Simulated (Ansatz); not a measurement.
# Al2Pt (Fm-3m) in Ansatz: a series of runs

The runs below take Al2Pt through relaxation of cell and atoms, with PBE+D3(BJ), PBE+D3(BJ)-ATM, PBE+D4.

All numbers are computed with Ansatz 0.2.0; they aren't measurements. Logs are shortened: lines on timing, memory, paths and dates and some standing lists are left out, and cuts for length are marked.

**1. The structure**

It takes space group Fm-3m (No. 225, cubic). The conventional cell has a = 5.910 Å, b = 5.910 Å, c = 5.910 Å, α = 90.00°, β = 90.00°, γ = 90.00°. Around Pt (site symmetry m-3m) lie 8 Al at 2.56 Å. Around Al (site symmetry -43m) lie 4 Pt at 2.56 Å.

**2. Relaxation of cell and atoms, PBE+D3(BJ)**

input.yaml

```yaml
crystal:
  lattice:
    - [0.0, 2.955, 2.955]
    - [2.955, 0.0, 2.955]
    - [2.955, 2.955, 0.0]
  atoms:
    - { symbol: Pt, position: [0.0, 0.0, 0.0] }
    - { symbol: Al, position: [0.75, 0.75, 0.75] }
    - { symbol: Al, position: [0.25, 0.25, 0.25] }
hamiltonian:
  xc: pbe
  pseudopotentials: { kind: paw }
  dispersion: d3bj
kpoints:
  mp_grid: { grid: [8, 8, 8] }
scf:
  occupations: { method: fermi_dirac, width: 0.05 }
output:
  forces: true
  stress: true
  eigenvalues: true
relax:
  f_tol: 0.01
  max_steps: 40
  cell: { stress_tol: 0.05 }
```

Potentials or basis: Ansatz PAW.

Launch:

```console
> ansatz run input.yaml --threads 2 --pin off --max-ram 5632MiB --backend cpu --events-out ev --progress --plain --runs-dir out
```

Standard output:

```text
Warning: RAYON_NUM_THREADS=2 ignored (pool sized by the plan → 2); use --threads N
Engine: ansatz 0.2.0, aarch64-unknown-linux-gnu
Pseudopotentials: kind: paw
Pseudopotential: Pt, paw, valence charge 18, recommended cutoff 420 eV (normal), Pt.paw.azcp
Pseudopotential: Al, paw, valence charge 3, recommended cutoff 420 eV (normal), Al.paw.azcp
Functional definition: PBE
  parameter kappa = 0.804
  parameter beta = 0.06672455060314922
  exchange = pbe_x(kappa = kappa, mu = beta*pi^2/3)
  correlation = pbe_c(beta = beta)
Crystal: 3 atoms, lattice volume = 51.606 Å³
Basis set: ecut = 420 eV, 965 PW (Γ), exchange–correlation on 60×60×60 points (8 copies of the dense FFT grid, shifted against one another)
Bands: 16, of which v1, the nominal top of the filled ones, is band 12 counted from 1 (11 counted from 0)
Symmetry: 48 space group operations
Space group: Fm-3m (ITA 225), of the structure as read, at distance tolerance 3.7e-5 Å
k-points: 29 of 512
Non-local potential: Pt, projectors of the file, l = 0: 3, l = 1: 2, l = 2: 2, l = 3: 1
Non-local potential: Al, projectors of the file, l = 0: 2, l = 1: 2, l = 2: 1
PAW form: soft (Blöchl's): semilocal exchange-correlation on the pseudo side does not see the compensation charge
PAW one-centre angular grid: Pt, 590 points (default); XC on 64 Gauss nodes
PAW one-centre angular grid: Al, 110 points (default); XC on 64 Gauss nodes
Initial density: superposition of atomic densities (neutral atoms: chi_scale 0, normalization atom), corrected by the library's trained network
Initial wavefunctions: pseudopotential atomic-orbital guess
Functional: x = pbe(κ = 0.804, μ = 0.2195149727645171), c = pbe(β = 0.06672455060314922)
SCF iter   1: F=—  HF=-13601.937248 eV  |F-HF|=—  |Δ(HF+E_count)|=         —  Δρ=1.58e-3  dr2=1.43e-3  ethr=1.77e-3  ⟨swp⟩=5.9  Hψ=2440  notcnv=0
preconditioner: auto → Kerker (q_TF=auto, 2.401 Å⁻¹)  [metal: Δε(μ)=0.097 eV  Ē_g=8.310 eV  σ=0.050 eV  W_gap=0.43  n_scr=14 (ndim 8)  ℏωp=20.7 eV  f_vac=0.001  D(μ)=1.50/eV (n_scr^D=14)]
SCF iter   2: F=—  HF=-13601.937539 eV  |F-HF|=—  |Δ(HF+E_count)|=   2.91e-4  Δρ=8.08e-4  dr2=2.98e-4  ethr=5.96e-6  ⟨swp⟩=2.1  Hψ=863  notcnv=0
SCF iter   3: F=—  HF=-13601.937577 eV  |F-HF|=—  |Δ(HF+E_count)|=   3.73e-5  Δρ=1.99e-4  dr2=2.01e-5  ethr=1.24e-6  ⟨swp⟩=2.2  Hψ=669  notcnv=0
SCF iter   4: F=—  HF=-13601.937548 eV  |F-HF|=—  |Δ(HF+E_count)|=   2.81e-5  Δρ=4.18e-5  dr2=6.87e-7  ethr=8.36e-8  ⟨swp⟩=2.6  Hψ=675  notcnv=0
iter 5 did not close the SCF: its close was put off for the readings that it lacked (scf_convergence_deferred on its scf_iter line)
SCF iter   5: F=-13601.937548 eV  HF=-13601.937548 eV  |F-HF|=7.35e-9  |Δ(HF+E_count)|=   1.00e-7  Δρ=7.32e-6  dr2=2.27e-8  ethr=2.86e-9  ⟨swp⟩=2.4  Hψ=748  notcnv=0
SCF iter   6: F=-13601.937548 eV  HF=-13601.937548 eV  |F-HF|=2.57e-9  |Δ(HF+E_count)|=   2.36e-9  Δρ=2.40e-6  dr2=3.82e-9  ethr=9.47e-11  ⟨swp⟩=2.6  Hψ=1666  notcnv=0
SCF 1 converged in 6 iterations: F = -13601.937548 eV  dr2 = 3.82e-9
relax step   1: F+E_penalty+E_count = -13601.93754831 eV  Δ(F+E_penalty+E_count) = +0.000e0 eV  max|allowed force component| = 1.311e-17 eV/Å  Δτ_max = 0.0000 Å  P = -1.722 GPa  Ω = 51.606 Å³  (6 SCF iters, dr2 threshold 1.00e-7 eV, accepted)
Crystal: 3 atoms, lattice volume = 50.759 Å³
Initial density: handed on by an earlier stage of this run
Initial wavefunctions: those handed on with the density
iter 1 solved again at ethr=9.18e-6 eV; its pass at ethr=3.10e-3 eV (dr2=2.20e-3 eV) is discarded
SCF iter   1: F=—  HF=-13601.941579 eV  |F-HF|=—  |Δ(HF+E_count)|=         —  Δρ=1.66e-3  dr2=2.00e-3  ethr=9.18e-6  ⟨swp⟩=1.3  Hψ=2727  notcnv=0
preconditioner: auto → Kerker (q_TF=auto, 2.408 Å⁻¹)  [metal: Δε(μ)=0.092 eV  Ē_g=8.424 eV  σ=0.050 eV  W_gap=0.42  n_scr=14 (ndim 8)  ℏωp=20.8 eV  f_vac=0.000  D(μ)=1.48/eV (n_scr^D=14)]
SCF iter   2: F=—  HF=-13601.941097 eV  |F-HF|=—  |Δ(HF+E_count)|=   4.82e-4  Δρ=6.35e-4  dr2=1.18e-4  ethr=8.33e-6  ⟨swp⟩=2.5  Hψ=657  notcnv=0
SCF iter   3: F=—  HF=-13601.941051 eV  |F-HF|=—  |Δ(HF+E_count)|=   4.54e-5  Δρ=2.92e-4  dr2=2.53e-5  ethr=4.94e-7  ⟨swp⟩=1.4  Hψ=536  notcnv=0
SCF iter   4: F=—  HF=-13601.941054 eV  |F-HF|=—  |Δ(HF+E_count)|=   3.15e-6  Δρ=5.06e-5  dr2=2.26e-6  ethr=1.05e-7  ⟨swp⟩=2.0  Hψ=777  notcnv=0
SCF iter   5: F=-13601.941055 eV  HF=-13601.941055 eV  |F-HF|=6.27e-8  |Δ(HF+E_count)|=   1.17e-6  Δρ=1.46e-5  dr2=1.62e-7  ethr=1.25e-9  ⟨swp⟩=5.1  Hψ=2049  notcnv=0
SCF 2 converged in 5 iterations: F = -13601.941055 eV  dr2 = 1.62e-7
relax step   2: F+E_penalty+E_count = -13601.94105549 eV  Δ(F+E_penalty+E_count) = -3.507e-3 eV  max|allowed force component| = 6.630e-17 eV/Å  Δτ_max = 0.0000 Å  P = +0.551 GPa  Ω = 50.759 Å³  energy of the carried Pulay correction = +3.182e-4 eV  (5 SCF iters, dr2 threshold 3.00e-7 eV, accepted)
Crystal: 3 atoms, lattice volume = 50.962 Å³
iter 1 solved again at ethr=3.86e-7 eV; its pass at ethr=3.10e-3 eV (dr2=9.27e-5 eV) is discarded
SCF iter   1: F=—  HF=-13601.941381 eV  |F-HF|=—  |Δ(HF+E_count)|=         —  Δρ=4.02e-4  dr2=1.18e-4  ethr=3.86e-7  ⟨swp⟩=2.0  Hψ=2671  notcnv=0
preconditioner: auto → Kerker (q_TF=auto, 2.406 Å⁻¹)  [metal: Δε(μ)=0.098 eV  Ē_g=8.414 eV  σ=0.050 eV  W_gap=0.44  n_scr=14 (ndim 8)  ℏωp=20.8 eV  f_vac=0.000  D(μ)=1.46/eV (n_scr^D=14)]
SCF iter   2: F=—  HF=-13601.941319 eV  |F-HF|=—  |Δ(HF+E_count)|=   6.19e-5  Δρ=1.58e-4  dr2=6.95e-6  ethr=3.86e-7  ⟨swp⟩=2.3  Hψ=675  notcnv=0
SCF iter   3: F=—  HF=-13601.941318 eV  |F-HF|=—  |Δ(HF+E_count)|=   9.64e-7  Δρ=7.16e-5  dr2=1.37e-6  ethr=2.89e-8  ⟨swp⟩=1.5  Hψ=587  notcnv=0
SCF iter   4: F=-13601.941318 eV  HF=-13601.941318 eV  |F-HF|=3.25e-8  |Δ(HF+E_count)|=   5.09e-8  Δρ=1.04e-5  dr2=8.15e-8  ethr=1.25e-9  ⟨swp⟩=5.1  Hψ=1979  notcnv=0
SCF 3 converged in 4 iterations: F = -13601.941318 eV  dr2 = 8.15e-8
relax step   3: F+E_penalty+E_count = -13601.94131841 eV  Δ(F+E_penalty+E_count) = -2.629e-4 eV  max|allowed force component| = 6.630e-17 eV/Å  Δτ_max = 0.0000 Å  P = -0.012 GPa  Ω = 50.962 Å³  energy of the carried Pulay correction = +2.416e-4 eV  (4 SCF iters, dr2 threshold 3.00e-7 eV, accepted)
Initial wavefunctions: pseudopotential atomic-orbital guess (no wavefunctions were taken with the density)
iter 1 solved again at ethr=3.40e-8 eV; its pass at ethr=3.10e-3 eV (dr2=8.16e-6 eV) is discarded
SCF iter   1: F=—  HF=-13601.941152 eV  |F-HF|=—  |Δ(HF+E_count)|=         —  Δρ=2.33e-5  dr2=1.14e-7  ethr=3.40e-8  ⟨swp⟩=4.0  Hψ=3865  notcnv=0
preconditioner: auto → Kerker (q_TF=auto, 2.406 Å⁻¹)  [metal: Δε(μ)=0.097 eV  Ē_g=8.410 eV  σ=0.050 eV  W_gap=0.43  n_scr=14 (ndim 8)  ℏωp=20.8 eV  f_vac=0.000  D(μ)=1.47/eV (n_scr^D=14)]
SCF iter   2: F=—  HF=-13601.941121 eV  |F-HF|=—  |Δ(HF+E_count)|=   3.07e-5  Δρ=1.33e-5  dr2=5.78e-8  ethr=4.74e-10  ⟨swp⟩=2.1  Hψ=684  notcnv=0
SCF iter   3: F=—  HF=-13601.941121 eV  |F-HF|=—  |Δ(HF+E_count)|=   3.31e-8  Δρ=3.05e-6  dr2=7.15e-9  ethr=2.41e-10  ⟨swp⟩=2.4  Hψ=731  notcnv=0
SCF iter   4: F=—  HF=-13601.941121 eV  |F-HF|=—  |Δ(HF+E_count)|=   3.99e-9  Δρ=1.84e-6  dr2=2.01e-9  ethr=2.98e-11  ⟨swp⟩=2.0  Hψ=684  notcnv=0
SCF iter   5: F=—  HF=-13601.941121 eV  |F-HF|=—  |Δ(HF+E_count)|=  1.46e-11  Δρ=4.95e-7  dr2=9.26e-11  ethr=8.39e-12  ⟨swp⟩=2.3  Hψ=689  notcnv=0
SCF iter   6: F=-13601.941121 eV  HF=-13601.941121 eV  |F-HF|=1.82e-12  |Δ(HF+E_count)|=  6.55e-11  Δρ=1.07e-7  dr2=5.19e-12  ethr=1.00e-12  ⟨swp⟩=6.0  Hψ=1983  notcnv=0
SCF 4 converged in 6 iterations: F = -13601.941121 eV  dr2 = 5.19e-12
relax step   4: F+E_penalty+E_count = -13601.94112118 eV  Δ(F+E_penalty+E_count) = +1.972e-4 eV  max|allowed force component| = 5.397e-17 eV/Å  Δτ_max = 0.0000 Å  P = -0.015 GPa  Ω = 50.962 Å³  stress off target by 1.51e-2 GPa  SCF on the basis re-selected at this cell (its energy is not comparable with the rows above)  (6 SCF iters)
basis re-selected at this cell: Δ(F+E_penalty+E_count) = +1.972e-4 eV, ΔP = -0.003 GPa vs the last step (what re-selecting the basis moved, of the pressure what is left beyond the Pulay correction that the steps carried, after the strain that the cell walked since its last selection, with what the two solves' SCF thresholds leave and, on support functions, any second-order correction that the steps lacked; it is no measure of the basis error at this ecutwfc). This SCF's stress stands 1.51e-2 GPa from its target on what of the cell is left free (relax.cell.stress_tol is 5.00e-2 GPa) and its largest allowed force component is 5.40e-17 eV/Å (relax.f_tol is 1.00e-2 eV/Å): within both
SCF converged after 6 iterations
Free energy (F): -13601.941121 eV
Harris-Foulkes:  -13601.941121 eV  (|F-HF|=1.82e-12)
Internal energy: -13601.928756 eV  (E = F + TS)
E sigma→0 (E₀):  -13601.934939 eV
Entropy (-TS):   -0.012365 eV (-4.122 meV/atom)
Fermi energy:    11.561706 eV
--- Per-component energies (eV) ---
  E_band       = -307.487594
  E_kinetic    = 687.994343
  E_local      = -2686.779772  (includes V_loc(G=0)·N_el)
  E_nonlocal   = 217.597534
  E_hartree    = 1067.455957
  E_xc         = -343.868645
  E_vxc        = -364.226810  (∫ρ·V_xc dr)
  E_paw        = -10388.868754  (= ΣΔE_a)
  E_vpaw       = -296.985062  (= ΣTr[D̂ρ^β])
  E_aug_tail   = 0.000178  (compensation charges beyond the density's cutoff)
  E_ewald      = -2154.158666
  E_disp       = -1.300931  (pairwise vdW)
  E_smearing   = -0.012365  (= −TS)
  E_closure    = -0.000000  (closes the sum)
  Σ components = -13601.941121   (vs F -13601.941121, Δ=0.00e0)
--- Forces (eV/Å), atoms counted from 1 ---
  atom   1  Pt     0.00000000    -0.00000000     0.00000000
  atom   2  Al     0.00000000    -0.00000000    -0.00000000
  atom   3  Al    -0.00000000     0.00000000     0.00000000
  max |Σ_I F_I| component: 1.85e-17 eV/Å
--- Stress (GPa, compression-positive) ---
       -0.015120       0.000000       0.000000
        0.000000      -0.015120       0.000000
        0.000000       0.000000      -0.015120
  P = ⅓ Tr σ = -0.0151 GPa (-0.151 kbar)
--- Band table (eV; the first three rows and the last of 29) ---
  k-point 0: bands = ["-87.3078", "-41.5453", "-41.5453", "-41.5453", "1.2761", "6.4659", "6.4659", "6.4659", "7.8327", "7.8327", "14.6476", "15.4105", "15.4105", "15.4105", "17.0719", "17.0719"]
  k-point 1: bands = ["-87.3078", "-41.5457", "-41.5454", "-41.5454", "1.4929", "6.3416", "6.5370", "6.5370", "7.8099", "7.8099", "13.2515", "14.8698", "14.8698", "14.9722", "17.5525", "17.5948"]
  k-point 2: bands = ["-87.3078", "-41.5467", "-41.5455", "-41.5455", "2.1169", "6.0482", "6.6856", "6.6856", "7.8159", "7.8159", "10.7017", "13.8793", "13.8793", "15.4096", "17.0799", "17.1134"]
  k-point 28: bands = ["-87.3078", "-41.5472", "-41.5472", "-41.5463", "5.5175", "5.5175", "6.1454", "6.4220", "7.7566", "8.2861", "8.7787", "8.7787", "10.6968", "16.8410", "16.8410", "17.7845"]
--- Relaxed structure (3 steps of the walk, 3 accepted, 1 SCFs on fresh bases) ---
  F+E_penalty+E_count = -13601.94112118 eV   max|allowed force component| = 5.397e-17 eV/Å   (the final SCF, on the basis selected at the relaxed cell)
  cell:  # Å, volume = 50.9617 Å³
    - [2.101840963569431e-34, 2.942645925064972, 2.942645925064972]
    - [2.942645925064972, -6.114446439474709e-34, 2.942645925064972]
    - [2.942645925064972, 2.942645925064972, -5.5412170857739545e-34]
  atoms:
    - { symbol: Pt, position: [1.9971249012052727e-35, -2.698664526557833e-35, -7.524578239668591e-36] }
    - { symbol: Al, position: [0.7500000000000001, 0.7500000000000001, 0.7500000000000001] }
    - { symbol: Al, position: [0.25, 0.25, 0.25] }
```

Wall time 3.5 s (2 threads of Arm Neoverse V1, shared host); peak memory 0.32 GiB.

What came out:

- Free energy: -13601.9411 eV
- Relaxed volume: 16.99 Å³/atom
- Relaxed cell: a = 4.162 Å, b = 4.162 Å, c = 4.162 Å, α = 60.00°, β = 60.00°, γ = 60.00°
- Space group after relaxing (to 0.05 Å): Fm-3m (No. 225)
- Energy gained by relaxing: 1.2 meV/atom
- Ionic steps: 4
- Pressure after relaxing: 0.0 GPa
- Band gap on the k mesh: none (metal or under the smearing width)

The path:
```csv
step,energy change (eV),largest force (eV/Å),volume (Å³)
1,0.0000,0.0000,51.61
2,-0.0035,0.0000,50.76
3,-0.0038,0.0000,50.96
4,-0.0036,0.0000,50.96
```

Final structure:
```
CELL_PARAMETERS angstrom
0.00000 2.94265 2.94265
2.94265 0.00000 2.94265
2.94265 2.94265 0.00000
ATOMIC_POSITIONS crystal
Pt 0.00000 0.00000 0.00000
Al 0.75000 0.75000 0.75000
Al 0.25000 0.25000 0.25000
```

Levels at points of the mesh, in eV from the Fermi level:
```
             k point  band 8  band 9  band 10  band 11  band 12  band 13  band 14  band 15  band 16
  (0.00, 0.00, 0.00)   -5.10   -3.73    -3.73     3.09     3.85     3.85     3.85     5.51     5.51
 (0.00, 0.00, -0.50)   -4.77   -3.72    -3.50    -3.50     1.04     1.04     3.82     5.23     5.23
(0.00, -0.50, -0.50)   -3.81   -3.81    -3.43    -3.22    -1.60    -1.60     3.26     3.43     8.06
```

Caveat: the plane-wave basis is chosen anew once the cell has moved, so the energies of steps on either side of that aren't comparable; pairwise dispersion overbinds metals, which lowers pressure and volume. Spin-orbit coupling is left out, which matters for the levels of Pt.

(Part 1 of 2 ends here.)
